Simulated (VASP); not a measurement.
# ZnO (P6_3mc) in VASP: notebook

Runs on ZnO. Level: PBE. Tasks: band structure, optical spectrum.

All numbers are computed with VASP 6.6.1; they aren't measurements. Logs are shortened: lines on timing, memory, paths and dates and some standing lists are left out, and cuts for length are marked.

**Measured values to compare with.**

“Electronic structure of alkaline earth and post-transition metal oxides”, 2009, arxiv:0908.1581 quotes, for a bulk crystal of ZnO: band gap 3.37 eV.

The runs below are set against these values where they give the same quantity.

## 1. The crystal as given

The structure is hexagonal, space group P6_3mc (No. 186). Conventional cell: a = 3.287 Å, b = 3.287 Å, c = 5.305 Å, α = 90.00°, β = 90.00°, γ = 120.00°. Zn (site symmetry 3m) is surrounded by 4 O at 2.00 to 2.01 Å. O (site symmetry 3m) is surrounded by 4 Zn at 2.00 to 2.01 Å.

## 2. Band structure, PBE

File POSCAR:

```
ZnO                                     
1.0
    3.2872343613      0.0000000000      0.0000000000
   -1.6436171806      2.8468284622      0.0000000000
    0.0000000000      0.0000000000      5.3047649436
  Zn              O             
     2     2
Direct
     0.3333333300000021    0.6666666699999979    0.4999313128378300
     0.6666666699999979    0.3333333300000021    0.9999313128378300
     0.6666666699999979    0.3333333300000021    0.3790786871621710
     0.3333333300000021    0.6666666699999979    0.8790786871621710
```

File INCAR.step1:

```
ALGO = Normal
EDIFF = 1E-7
ENCUT = 520
GGA = PE
ISIF = 2
ISMEAR = 0
LASPH = True
LCHARG = True
LREAL = False
LWAVE = False
NBANDS = 26
NELM = 80
PREC = Accurate
SIGMA = 0.02
```

File KPOINTS.step1:

```
k-points
0
Gamma
  12 12 6
```

File INCAR.step2:

```
ALGO = Normal
EDIFF = 1E-7
ENCUT = 520
GGA = PE
ICHARG = 11
ISIF = 2
ISMEAR = 0
LASPH = True
LCHARG = False
LREAL = False
LWAVE = False
NBANDS = 26
NELM = 80
PREC = Accurate
SIGMA = 0.05
```

File KPOINTS.step2:

```
path GMKGALHA,LM,KH
20
line-mode
reciprocal
 0.0000000000  0.0000000000  0.0000000000  G
 0.5000000000  0.0000000000  0.0000000000  M

 0.5000000000  0.0000000000  0.0000000000  M
 0.3333333333  0.3333333333  0.0000000000  K

 0.3333333333  0.3333333333  0.0000000000  K
 0.0000000000  0.0000000000  0.0000000000  G

 0.0000000000  0.0000000000  0.0000000000  G
 0.0000000000  0.0000000000  0.5000000000  A

 0.0000000000  0.0000000000  0.5000000000  A
 0.5000000000  0.0000000000  0.5000000000  L

 0.5000000000  0.0000000000  0.5000000000  L
 0.3333333333  0.3333333333  0.5000000000  H

 0.3333333333  0.3333333333  0.5000000000  H
 0.0000000000  0.0000000000  0.5000000000  A

 0.5000000000  0.0000000000  0.5000000000  L
 0.5000000000  0.0000000000  0.0000000000  M

 0.3333333333  0.3333333333  0.0000000000  K
 0.3333333333  0.3333333333  0.5000000000  H
```

Potentials or basis: VASP PAW PBE potentials, release 64 (Zn, O).

Launch:

```console
$ cat potpaw_PBE.64/Zn/POTCAR potpaw_PBE.64/O/POTCAR > POTCAR
$ cp INCAR.step1 INCAR
$ cp KPOINTS.step1 KPOINTS
$ mpirun -np 1 vasp_std > vasp.out
$ cp INCAR.step2 INCAR
$ cp KPOINTS.step2 KPOINTS
$ mpirun -np 1 vasp_std > vasp.out
```

OUTCAR:

```text
EDIFF = 1E-7
   ENCUT = 520
   GGA = PE
   ICHARG = 11
   ISIF = 2
   ISMEAR = 0
   LASPH = True
   LREAL = False
   NELM = 80
   PREC = Accurate

 ion  position               nearest neighbor table
   1  0.333  0.667  0.500-   3 2.00   3 2.00   3 2.00   4 2.01
   2  0.667  0.333  1.000-   4 2.00   4 2.00   4 2.00   3 2.01
   3  0.667  0.333  0.379-   1 2.00   1 2.00   1 2.00   2 2.01
   4  0.333  0.667  0.879-   2 2.00   2 2.00   2 2.00   1 2.01

  LATTYP: Found a hexagonal cell.
 ALAT       =     3.2872343613
 C/A-ratio  =     1.6137471079

  Lattice vectors:

 A1 = (   3.2872343613,   0.0000000000,   0.0000000000)
 A2 = (  -1.6436171806,   2.8468284622,   0.0000000000)
 A3 = (   0.0000000000,   0.0000000000,   5.3047649436)

Analysis of symmetry for initial positions (statically):
=====================================================================
 Subroutine PRICEL returns:
 Original cell was already a primitive cell.

 Routine SETGRP: Setting up the symmetry group for a
 hexagonal supercell.

 Subroutine GETGRP returns: Found 12 space group operations
 (whereof  6 operations were pure point group operations)
 out of a pool of 24 trial point group operations.

The static configuration has the point symmetry C_3v.
 The point group associated with its full space group is C_6v.

Analysis of symmetry for dynamics (positions and initial velocities):
=====================================================================
 Subroutine PRICEL returns:
 Original cell was already a primitive cell.

 Routine SETGRP: Setting up the symmetry group for a
 hexagonal supercell.

 Subroutine GETGRP returns: Found 12 space group operations
 (whereof  6 operations were pure point group operations)
 out of a pool of 24 trial point group operations.

The dynamic configuration has the point symmetry C_3v.
 The point group associated with its full space group is C_6v.

 Subroutine INISYM returns: Found 12 space group operations
 (whereof  6 operations are pure point group operations),
 and found     1 'primitive' translations

----------------------------------------------------------------------------------------

                                     Primitive cell

  volume of cell :      49.6430

  direct lattice vectors                    reciprocal lattice vectors
[... 83 lines left out ...]
   NELM   =     80;   NELMIN=  2; NELMDL=  0     # of ELM steps
   EDIFF  = 0.1E-06   stopping-criterion for ELM
   LREAL  =      F    real-space projection
   EDIFFG = 0.1E-05   stopping-criterion for IOM
   NSW    =      0    number of steps for IOM
   IBRION =     -1    ionic relax: 0-MD 1-quasi-New 2-CG
   NFREE  =      0    steps in history (QN), initial steepest desc. (CG)
   ISIF   =      2    stress and relaxation
   ISYM   =      2    0-nonsym 1-usesym 2-fastsym
   POTIM  = 0.5000    time-step for ionic-motion
   TEBEG  =    0.0;   TEEND  =   0.0 temperature during run
   PSTRESS=    0.0 pullay stress
   NELECT =      36.0000    total number of electrons
   NUPDOWN=      -1.0000    fix difference up-down
   EMIN   =  10.00;   EMAX   =-10.00  energy-range for DOS
   EFERMI =   0.00;   METHOD = LEGACY
   ISMEAR =     0;   SIGMA  =   0.05  broadening in eV -4-tet -1-fermi 0-gaus
   EFERMI_NEDOS =   21; number of points for ismear=-14 and -15
   IALGO  =     38    algorithm
   IMIX   =      4    mixing-type and parameters
     AMIX     =   0.40;   BMIX     =  1.00
     AMIX_MAG =   1.60;   BMIX_MAG =  1.00
  volume/ion in A,a.u.               =      12.41        83.75
  Fermi-wavevector in a.u.,A,eV,Ry     =   1.470809  2.779426 29.433201  2.163279
  Thomas-Fermi vector in A             =   2.586021
   LORBIT       =      0    0 simple, 1 ext, 2 COOP (PROOUT), +10 PAW based schemes
   GGA     = PE    functional components
   LHFCALC =     F    Hartree Fock is set to
   AEXX    =    0.0000 exact exchange contribution
   IVDW    =     0    specifies the selected vdW correction
   LEPSILON=     F    determine dielectric tensor
   LRPA    =     F    only Hartree local field effects (RPA)
 non-spin polarized calculation
 Gauss-broadening in eV      SIGMA  =   0.05
  energy-cutoff  :      520.00
  volume of cell :       49.64
 maximum number of plane-waves:      1362

 number of electron      36.0000037 magnetization

 Free energy of the ion-electron system (eV)
  ---------------------------------------------------
  ext. energy  EPLUGINS =         0.00000000
  ---------------------------------------------------
  free energy    TOTEN  =       -17.31895427 eV

  energy without entropy =      -17.31895427  energy(sigma->0) =      -17.31895427

 E-fermi :   1.0770     XC(G=0): -10.6894

 val. band max:        0.8349698622   @ k =   0.0000   0.0000   0.0000
 cond. band min:       1.5532749928   @ k =   0.0000   0.0000   0.0000
 fundamental gap:      0.7183051306
 Fermi energy:         1.0769822402

 k-point     1 :       0.0000    0.0000    0.0000
  band No.  band energies     occupation
      1     -16.9300      2.00000
      2     -16.2722      2.00000
      3      -4.6720      2.00000
      4      -4.6720      2.00000
      5      -4.6329      2.00000
      6      -4.4962      2.00000
[... 685 lines left out ...]
     25      13.6007      0.00000
     26      14.6312      0.00000

 [... further k-points ...]

------------------------ aborting loop because EDIFF is reached ----------------------------------------

  FORCE on cell =-STRESS in cart. coord.  units (eV):
  Direction    XX          YY          ZZ          XY          YZ          ZX
  --------------------------------------------------------------------------------------
  -------------------------------------------------------------------------------------
  Total        1.1486634      1.1486633      0.8718394      0.0000000      0.0000000     -0.0000000
  in kB       37.0719333     37.0719332     28.1377242      0.0000000      0.0000000     -0.0000000
  external PRESSURE =      34.0938636 kB  Pullay stress =       0.0000000 kB

 VOLUME and BASIS-vectors are now :
 -----------------------------------------------------------------------------
  energy-cutoff  :      520.00
  volume of cell :       49.64
      direct lattice vectors                 reciprocal lattice vectors
     3.287234361  0.000000000  0.000000000     0.304207090  0.175634046  0.000000000
    -1.643617181  2.846828462  0.000000000     0.000000000  0.351268091  0.000000000
     0.000000000  0.000000000  5.304764944     0.000000000  0.000000000  0.188509766

 POSITION                                       TOTAL-FORCE (eV/Angst)
 -----------------------------------------------------------------------------------
     -0.00000      1.89789      2.65202         0.000000     -0.000000      0.125518
      1.64362      0.94894      5.30440        -0.000000     -0.000000      0.125518
      1.64362      0.94894      2.01092        -0.000000      0.000000     -0.125518
     -0.00000      1.89789      4.66331        -0.000000     -0.000000     -0.125518
 -----------------------------------------------------------------------------------
    total drift:                                0.000003     -0.000004     -0.032274

  FREE ENERGIE OF THE ION-ELECTRON SYSTEM (eV)
  ---------------------------------------------------
  free  energy   TOTEN  =       -17.3189542684 eV

  energy  without entropy=      -17.3189542684  energy(sigma->0) =      -17.31895427
```

OSZICAR.step1:

```text
N       E                     dE             d eps       ncg     rms          rms(c)
DAV:   1     0.295742637985E+03    0.29574E+03   -0.18274E+04  4000   0.199E+03
DAV:   2     0.112581832644E+02   -0.28448E+03   -0.26709E+03  4192   0.408E+02
DAV:   3    -0.204667071266E+02   -0.31725E+02   -0.31315E+02  4292   0.139E+02
DAV:   4    -0.211045541472E+02   -0.63785E+00   -0.63631E+00  4456   0.202E+01
DAV:   5    -0.211078280723E+02   -0.32739E-02   -0.32737E-02  4316   0.148E+00    0.139E+01
DAV:   6    -0.177005278321E+02    0.34073E+01   -0.67847E+00  6252   0.628E+01    0.839E+00
DAV:   7    -0.179014804035E+02   -0.20095E+00   -0.29419E+00  4072   0.172E+01    0.506E+00
DAV:   8    -0.179099476470E+02   -0.84672E-02   -0.52110E-01  5472   0.731E+00    0.163E+00
DAV:   9    -0.178597821188E+02    0.50166E-01   -0.10448E-01  5722   0.638E+00    0.301E-01
DAV:  10    -0.178621196031E+02   -0.23375E-02   -0.34212E-02  4012   0.136E+00    0.121E-01
DAV:  11    -0.178622529688E+02   -0.13337E-03   -0.78684E-04  4356   0.579E-01    0.549E-02
DAV:  12    -0.178622509091E+02    0.20596E-05   -0.23141E-04  5380   0.447E-01    0.161E-02
DAV:  13    -0.178622655467E+02   -0.14638E-04   -0.45717E-05  4200   0.858E-02    0.182E-02
DAV:  14    -0.178622613416E+02    0.42050E-05   -0.15362E-05  4480   0.339E-02    0.209E-03
DAV:  15    -0.178622611091E+02    0.23256E-06   -0.89401E-07  4034   0.883E-03    0.720E-04
DAV:  16    -0.178622609891E+02    0.11993E-06   -0.15502E-08  2462   0.114E-03    0.377E-04
DAV:  17    -0.178622609611E+02    0.27988E-07   -0.33815E-09  1998   0.148E-03
   1 F= -.17862261E+02 E0= -.17862261E+02  d E =-.219866E-16
```

Run time: 1.9 min. Hardware: 1 thread of Intel Xeon 6975P-C (Granite Rapids), shared host; peak memory 0.29 GiB.

Results:

| Quantity | Value |
| --- | --- |
| Band gap on the k mesh | 0.72 eV, direct |
| Band gap along the path | 0.72 eV, direct |

Levels at the corners of the path, in eV from the valence-band top:
```csv
point,band 15,band 16,band 17,band 18,band 19,band 20,band 21,band 22
Γ,-0.75,-0.08,0.00,0.00,0.72,5.07,8.05,12.69
M,-2.70,-2.12,-1.22,-0.79,5.59,6.81,7.52,8.22
M,-2.70,-2.12,-1.22,-0.79,5.59,6.81,7.52,8.22
K,-3.45,-1.82,-1.82,-1.64,7.44,7.44,7.66,8.06
K,-3.45,-1.82,-1.82,-1.64,7.44,7.44,7.66,8.06
Γ,-0.75,-0.08,0.00,0.00,0.72,5.07,8.05,12.69
Γ,-0.75,-0.08,0.00,0.00,0.72,5.07,8.05,12.69
A,-0.37,-0.37,-0.37,-0.37,3.35,3.35,9.89,9.89
A,-0.37,-0.37,-0.37,-0.37,3.35,3.35,9.89,9.89
L,-1.42,-1.42,-1.30,-1.30,5.63,5.63,8.19,8.19
L,-1.42,-1.42,-1.30,-1.30,5.63,5.63,8.19,8.19
H,-2.56,-2.56,-1.17,-1.17,7.74,7.74,7.94,7.94
H,-2.56,-2.56,-1.17,-1.17,7.74,7.74,7.94,7.94
A,-0.37,-0.37,-0.37,-0.37,3.35,3.35,9.89,9.89
L,-1.42,-1.42,-1.30,-1.30,5.63,5.63,8.19,8.19
M,-2.70,-2.12,-1.22,-0.79,5.59,6.81,7.52,8.22
K,-3.45,-1.82,-1.82,-1.64,7.44,7.44,7.66,8.06
H,-2.56,-2.56,-1.17,-1.17,7.74,7.74,7.94,7.94
```

Caveat: the log is that of the step along the path at fixed density, whose energy, stress, charges and moments have no meaning.

(Continued in part 2 of 2.)
